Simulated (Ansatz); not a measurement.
# WS2 in Ansatz: single point with HSE06

Aim: the single point of WS2 with HSE06.

Program: Ansatz 0.2.0. These are calculated values, not measurements. Logs are shortened: lines on timing, memory, paths and dates and some standing lists are left out, and cuts for length are marked.

## Step 1: The structure

The cell holds a slab with vacuum, 9 atoms: a = 3.183 Å, b = 3.183 Å, c = 28.532 Å, α = 90.00°, β = 90.00°, γ = 120.00°.

## Step 2: Single point, HSE06

input reads:

```
crystal:
  lattice:
    - [3.1829541699, 0.0, 0.0]
    - [-1.591477085, 2.7565191702, 0.0]
    - [0.0, 0.0, 28.53221786]
  atoms:
    - { symbol: W, position: [0.6666666667, 0.3333333333, 0.43436168] }
    - { symbol: W, position: [0.6666666667, 0.3333333333, 0.88553378] }
    - { symbol: W, position: [0.0, 0.0, 0.65928643] }
    - { symbol: S, position: [0.6666666667, 0.3333333333, 0.60462521] }
    - { symbol: S, position: [0.0, 0.0, 0.37971025] }
    - { symbol: S, position: [0.0, 0.0, 0.83084828] }
    - { symbol: S, position: [0.6666666667, 0.3333333333, 0.71395221] }
    - { symbol: S, position: [0.0, 0.0, 0.48903042] }
    - { symbol: S, position: [0.0, 0.0, 0.94018573] }
hamiltonian:
  xc: hse06
  pseudopotentials: { kind: paw }
kpoints:
  mp_grid: { grid: [6, 6, 2] }
scf:
  occupations: { method: fermi_dirac, width: 0.05 }
output:
  forces: true
  stress: true
  eigenvalues: true
  write_density: true
  write_potential: true
  elf: true
  volumetric_format: npy
```

Potentials or basis: Ansatz PAW.

Standard output:

```text
Warning: output.stress: scf.convergence.dr2_threshold = 1e-7 eV (the SCF's general default) is looser than the 9e-10 eV advised for a printed stress (1e-10 eV for each atom of the cell: 9). What an SCF threshold leaves in a stress goes as its square root, and in the free energy as the threshold itself, and one threshold admits the most on a small cell: of the crystals measured, under no hybrid functional and no lock of the moments, on runs that ended without the residual-converged pass, on stresses that held no estimate of that error, the worst erred by over 100 MPa in a component at 1e-7 eV an atom and by under 5 at 1e-10. Set scf.convergence.dr2_threshold to 9e-10 eV or tighter. The threshold is an SCF's pass mark: one that does not reach it within its budget of iterations ends unconverged, or closes short of it on a stop that the run arms, and scf.convergence.dr2_threshold's page says what that costs each kind of run
Warning: output.stress: scf.exx.energy_threshold = 1e-6 eV is looser than the 9e-8 eV advised for a stress under a hybrid functional (1e-8 eV for each atom of the cell: 9). Every SCF of the exchange loop can meet its threshold on dr2 while the loop round them stops early: no threshold on dr2 bounds what that leaves in the stress. Set scf.exx.energy_threshold to 9e-8 eV or tighter. The threshold is the loop's pass mark: a loop that does not reach it within its budget of cycles ends unconverged, and scf.exx.energy_threshold's page has the law
GPUs: using 1 of 1 available (devices: 1).
Engine: ansatz 0.2.0, x86_64-unknown-linux-gnu
Pseudopotentials: kind: paw
Pseudopotential: W, paw, valence charge 14, recommended cutoff 420 eV (normal), W.paw.azcp
Pseudopotential: S, paw, valence charge 6, recommended cutoff 420 eV (normal), S.paw.azcp
Functional definition: HSE06
  parameter a = 0.25
  parameter omega = 0.11/bohr
  exchange = pbe_x - a*pbe_x_sr(omega) + a*exact_x_sr(omega)
  correlation = pbe_c
device memory: the entry about to start is reckoned to put 2.8 GiB on a device that reports 56.2 GiB free (of which the cap on the GPU budget leaves the run 18.0 GiB)
GPU FFT provider: cuFFT
GPU libraries: cuBLAS 13.8.2, cuFFT 12.4.0, cuSOLVER 12.3.4
Crystal: 9 atoms, lattice volume = 250.338 Å³
Basis set: ecut = 420 eV, 4931 PW (Γ), exchange–correlation on 48×48×384 points (8 copies of the dense FFT grid, shifted against one another)
Bands: 48, of which v1, the nominal top of the filled ones, is band 39 counted from 1 (38 counted from 0)
Symmetry: 6 space group operations
Space group: P3m1 (ITA 156), of the structure as read, at distance tolerance 6.3e-5 Å
k-points: 14 of 72 (time reversal used)
Non-local potential: W, projectors of the file, l = 0: 3, l = 1: 2, l = 2: 2, l = 3: 1
Non-local potential: S, projectors of the file, l = 0: 2, l = 1: 2, l = 2: 2
PAW form: soft (Blöchl's): semilocal exchange-correlation on the pseudo side does not see the compensation charge
PAW frozen core: W, regenerated for the run's functional, and the local potential with it (the file was generated under x = pbe(κ = 0.804, μ = 0.2195149727645171), c = pbe(β = 0.06672455060314922))
PAW frozen core: S, regenerated for the run's functional, and the local potential with it (the file was generated under x = pbe(κ = 0.804, μ = 0.2195149727645171), c = pbe(β = 0.06672455060314922))
PAW one-centre angular grid: W, 590 points (default); XC on 64 Gauss nodes
PAW one-centre angular grid: S, 110 points (default); XC on 64 Gauss nodes
Initial density: superposition of atomic densities (neutral atoms: chi_scale 0, normalization atom), corrected by the library's trained network
Initial wavefunctions: pseudopotential atomic-orbital guess
GPU buffer pool allocated for 110592 grid points (all kernels)
GPU transforms: local potential and band sums: pruned to the plane-wave sphere, on 24×24×192
Functional: x = pbe(κ = 0.804, μ = 0.2195149727645171), c = pbe(β = 0.06672455060314922), warm-up for x = pbe(κ = 0.804, μ = 0.2195149727645171) + 0.25 (exact − pbe) at short range (hse, ω = 0.20786987370883472 Å⁻¹), c = pbe(β = 0.06672455060314922); HSE06 as pw.x's `hse` composes it (authors' and Libxc's form: `xc: wpbeh`)
SCF iter   1: F=—  HF=-36574.239366 eV  |F-HF|=—  |Δ(HF+E_count)|=         —  Δρ=4.67e-3  dr2=5.04e-2  ethr=1.77e-3  ⟨swp⟩=6.5  Hψ=2890  notcnv=0
preconditioner: auto → none  [insulator: Δε(μ)=1.260 eV  Ē_g=8.402 eV  σ=0.050 eV  W_gap=1.00  n_scr=20 (ndim 8)  ℏωp=17.2 eV  f_vac=0.334  D(μ)=0.00/eV (n_scr^D=0)]
SCF iter   2: F=—  HF=-36574.289724 eV  |F-HF|=—  |Δ(HF+E_count)|=   5.04e-2  Δρ=4.18e-3  dr2=4.73e-1  ethr=6.46e-5  ⟨swp⟩=6.4  Hψ=2245  notcnv=0  defer=21
SCF iter   3: F=—  HF=-36574.254572 eV  |F-HF|=—  |Δ(HF+E_count)|=   3.52e-2  Δρ=2.31e-3  dr2=8.50e-2  ethr=6.46e-5  ⟨swp⟩=6.1  Hψ=2126  notcnv=0
[... 38 lines left out ...]
SCF iter   2: F=—  HF=-36580.366221 eV  |F-HF|=—  |Δ(HF+E_count)|=   1.93e-7  Δρ=1.94e-5  dr2=6.73e-6  ethr=4.86e-9  ⟨swp⟩=4.0  Hψ=1674  notcnv=0
SCF iter   3: F=—  HF=-36580.366221 eV  |F-HF|=—  |Δ(HF+E_count)|=   7.70e-7  Δρ=8.22e-6  dr2=6.03e-7  ethr=4.86e-9  ⟨swp⟩=3.4  Hψ=1374  notcnv=0
SCF iter   4: F=—  HF=-36580.366222 eV  |F-HF|=—  |Δ(HF+E_count)|=   1.36e-6  Δρ=7.55e-6  dr2=2.34e-7  ethr=5.27e-10  ⟨swp⟩=4.3  Hψ=1662  notcnv=0
SCF iter   5: F=—  HF=-36580.366222 eV  |F-HF|=—  |Δ(HF+E_count)|=   2.50e-8  Δρ=3.36e-6  dr2=8.63e-8  ethr=2.80e-10  ⟨swp⟩=3.7  Hψ=1516  notcnv=0
SCF iter   6: F=—  HF=-36580.366222 eV  |F-HF|=—  |Δ(HF+E_count)|=   8.31e-9  Δρ=2.10e-6  dr2=1.40e-8  ethr=8.98e-11  ⟨swp⟩=3.0  Hψ=1558  notcnv=0
SCF iter   7: F=—  HF=-36580.366222 eV  |F-HF|=—  |Δ(HF+E_count)|=   1.09e-7  Δρ=2.00e-6  dr2=2.12e-8  ethr=4.28e-12  ⟨swp⟩=5.1  Hψ=2165  notcnv=0
SCF iter   8: F=—  HF=-36580.366222 eV  |F-HF|=—  |Δ(HF+E_count)|=   3.03e-9  Δρ=7.05e-7  dr2=4.98e-9  ethr=4.28e-12  ⟨swp⟩=4.0  Hψ=1702  notcnv=0
SCF iter   9: F=—  HF=-36580.366222 eV  |F-HF|=—  |Δ(HF+E_count)|=  8.15e-10  Δρ=2.90e-7  dr2=1.14e-9  ethr=4.28e-12  ⟨swp⟩=3.1  Hψ=1434  notcnv=0
SCF iter  10: F=—  HF=-36580.366222 eV  |F-HF|=—  |Δ(HF+E_count)|=   6.18e-9  Δρ=4.32e-7  dr2=6.69e-10  ethr=1.92e-12 (applied; sched 1.00e-12)  ⟨swp⟩=4.1  Hψ=1592  notcnv=0
SCF iter  11: F=-36580.366222 eV  HF=-36580.366222 eV  |F-HF|=1.60e-10  |Δ(HF+E_count)|=  7.28e-11  Δρ=1.25e-7  dr2=2.60e-10  ethr=1.56e-12 (applied; sched 1.00e-12)  ⟨swp⟩=3.0  Hψ=1315  notcnv=0
SCF 3 converged in 11 iterations: F = -36580.366222 eV  dr2 = 2.60e-10
  Residual-converged pass: ⟨swp⟩=3.0  Hψ=1372  notcnv=0  max |occ|·‖R‖ = 5.2e-7 eV (tolerance 5.2e-7 eV)  dr2=2.66e-10  dr2_onsite=9.39e-13  max |Δocc| = 8.3e-18
hybrid outer 2: dexx = +2.110e-6 eV, tail = 1.23e-8 eV, Δε = 2.25e-3 eV (about 3.94e-5 eV left of the loop's levels), ΔF = 6.43e-3 eV/Å (tail 5.11e-4)
hybrid SCF converged: 2 outer / 20 inner (+6 warm-up), last move |dexx| = 2.11e-6 eV, tail = 1.23e-8 eV
Stability not checked: this state was not tested for a lower state beside it, because the functional holds exact exchange (a hybrid, or Hartree-Fock), whose exchange loop this test does not read (fock_operator; see scf.lower_state_search)
Free energy (F): -36580.366222 eV
Frozen-core exchange: fock
Harris-Foulkes:  -36580.366222 eV  (|F-HF|=1.60e-10)
Internal energy: -36580.366222 eV  (E = F + TS)
E sigma→0 (E₀):  -36580.366222 eV
Fermi energy:    5.940736 eV
--- Per-component energies (eV) ---
  E_band       = -1167.209611
  E_kinetic    = 1990.876081
  E_local      = -41512.695738  (includes V_loc(G=0)·N_el)
  E_nonlocal   = 173.641270
  E_hartree    = 19977.539949
  E_xc         = -1106.207767
  E_vxc        = -991.912894  (∫ρ·V_xc dr)
  E_exx        = -189.801318  (= α·E_x^exact, valence–valence)
  E_paw        = -29381.115467  (= ΣΔE_a)
  E_vpaw       = -402.594932  (= ΣTr[D̂ρ^β])
  E_aug_tail   = -0.000171  (compensation charges beyond the density's cutoff)
  E_ewald      = 13476.725544
  E_core_change = -9.328606  (= ΣΔE_core)
  E_smearing   = -0.000000  (= −TS)
  E_closure    = 0.000000  (closes the sum)
  Σ components = -36580.366222   (vs F -36580.366222, Δ=0.00e0)
--- Forces (eV/Å), atoms counted from 1 ---
  atom   1  W      0.00000000    -0.00000000    -0.01055542
  atom   2  W      0.00000000    -0.00000000     0.00057480
  atom   3  W      0.00000000     0.00000000     0.00415932
  atom   4  S      0.00000000    -0.00000000     0.26785324
  atom   5  S      0.00000000    -0.00000000     0.21452879
  atom   6  S      0.00000000    -0.00000000     0.27352378
  atom   7  S     -0.00000000     0.00000000    -0.26362335
  atom   8  S     -0.00000000     0.00000000    -0.27076687
  atom   9  S     -0.00000000     0.00000000    -0.21577749
  max |Σ_I F_I| component: 8.32e-5 eV/Å
--- Stress (GPa, compression-positive) ---
       -1.998859       0.000000      -0.000000
        0.000000      -1.998859       0.000000
       -0.000000       0.000000      -0.989026
  P = ⅓ Tr σ = -1.6622 GPa (-16.622 kbar)
--- Band table (eV; the first three rows and the last of 14) ---
  k-point 0: bands = ["-73.2024", "-73.2011", "-73.2011", "-36.0920", "-36.0905", "-36.0903", "-35.8930", "-35.8930", "-35.8917", "-35.8917", "-35.8914", "-35.8914", "-11.8873", "-11.8357", "-11.7895", "-10.0986", "-9.9972", "-9.9070", "-2.8499", "-2.5805", "-2.3043", "1.2753", "1.2753", "1.2806", "1.2806", "1.2830", "1.2830", "1.5596", "2.1439", "2.7152", "2.7152", "2.7286", "2.7286", "2.7375", "2.7375", "2.8197", "4.3320", "4.7436", "5.0766", "8.2309", "8.2309", "8.2368", "8.2368", "8.2409", "8.2409", "8.3485", "8.3485", "8.3933"]
  k-point 1: bands = ["-73.2024", "-73.2011", "-73.2011", "-36.0920", "-36.0905", "-36.0903", "-35.8930", "-35.8930", "-35.8917", "-35.8917", "-35.8914", "-35.8914", "-11.8873", "-11.8357", "-11.7895", "-10.0986", "-9.9972", "-9.9070", "-2.8499", "-2.5805", "-2.3043", "1.2753", "1.2753", "1.2806", "1.2806", "1.2831", "1.2831", "1.5596", "2.1439", "2.7152", "2.7152", "2.7286", "2.7286", "2.7375", "2.7375", "2.8197", "4.3320", "4.7435", "5.0766", "8.2309", "8.2309", "8.2368", "8.2368", "8.2409", "8.2409", "8.3485", "8.3485", "8.3933"]
  k-point 2: bands = ["-73.1969", "-73.1956", "-73.1956", "-36.0728", "-36.0713", "-36.0711", "-36.0002", "-35.9989", "-35.9986", "-35.9178", "-35.9165", "-35.9162", "-11.4007", "-11.3496", "-11.3037", "-9.9154", "-9.8257", "-9.7473", "-2.2857", "-2.0241", "-1.7493", "0.1840", "0.1990", "0.2115", "0.7361", "1.0276", "1.2384", "1.7383", "1.7486", "1.7554", "2.0429", "2.0595", "2.0711", "2.7141", "2.9125", "3.2179", "4.0886", "4.2525", "4.3596", "7.5164", "7.6958", "7.9276", "7.9660", "8.0207", "8.0700", "8.1199", "8.2541", "8.3281"]
  k-point 13: bands = ["-73.1776", "-73.1763", "-73.1763", "-36.1968", "-36.1954", "-36.1951", "-36.1726", "-36.1712", "-36.1710", "-36.0049", "-36.0034", "-36.0032", "-9.1594", "-9.1537", "-9.1517", "-9.0403", "-9.0337", "-9.0323", "-1.9181", "-1.8806", "-1.8480", "-1.4857", "-1.4746", "-1.4697", "-0.5089", "-0.4527", "-0.4051", "0.0784", "0.0820", "0.1285", "0.8568", "0.8874", "0.9345", "1.8308", "1.8561", "1.8713", "4.5658", "4.6138", "4.6585", "6.8962", "6.8982", "6.8996", "8.4447", "8.7692", "9.1179", "9.4455", "9.4655", "9.4919"]
```

It took 43 s on 1 × NVIDIA H100 80GB HBM3 with 2 threads of AMD EPYC 7R13 (Zen 3), shared host; peak memory 4 GiB.

What came out:

```
Free energy            : -36580.3662 eV
Largest force          : 0.274 eV/Å
Band gap on the k mesh : 1.82 eV, indirect (least direct gap 2.24 eV)
```

Forces on the atoms (eV/Å):
```
W    0.000  0.000 -0.011
W    0.000  0.000  0.001
W    0.000  0.000  0.004
S    0.000  0.000  0.268
S    0.000  0.000  0.215
S    0.000  0.000  0.274
S    0.000  0.000 -0.264
S    0.000  0.000 -0.271
S    0.000  0.000 -0.216
```

Levels at points of the mesh, in eV from the valence-band top:
| k point | band 35 | band 36 | band 37 | band 38 | band 39 | band 40 | band 41 | band 42 | band 43 | band 44 |
| --- | --- | --- | --- | --- | --- | --- | --- | --- | --- | --- |
| (0.00, 0.00, 0.00) | -2.34 | -2.26 | -0.74 | -0.33 | 0.00 | 3.15 | 3.15 | 3.16 | 3.16 | 3.16 |
| (0.00, 0.00, -0.50) | -2.34 | -2.26 | -0.74 | -0.33 | 0.00 | 3.15 | 3.15 | 3.16 | 3.16 | 3.16 |
| (0.00, -0.50, 0.00) | -2.03 | -1.99 | -1.63 | -1.58 | -1.55 | 3.07 | 3.08 | 3.09 | 3.51 | 3.58 |
| (0.00, -0.50, -0.50) | -2.03 | -1.99 | -1.63 | -1.58 | -1.55 | 3.07 | 3.08 | 3.09 | 3.51 | 3.58 |

Caveat: spin-orbit coupling is left out, which moves the levels of the heavy elements; the PAW data sets come from PBE, with cores solved anew for the run's functional, which leaves a small shift of forces and pressure; the thresholds are loose for stress.
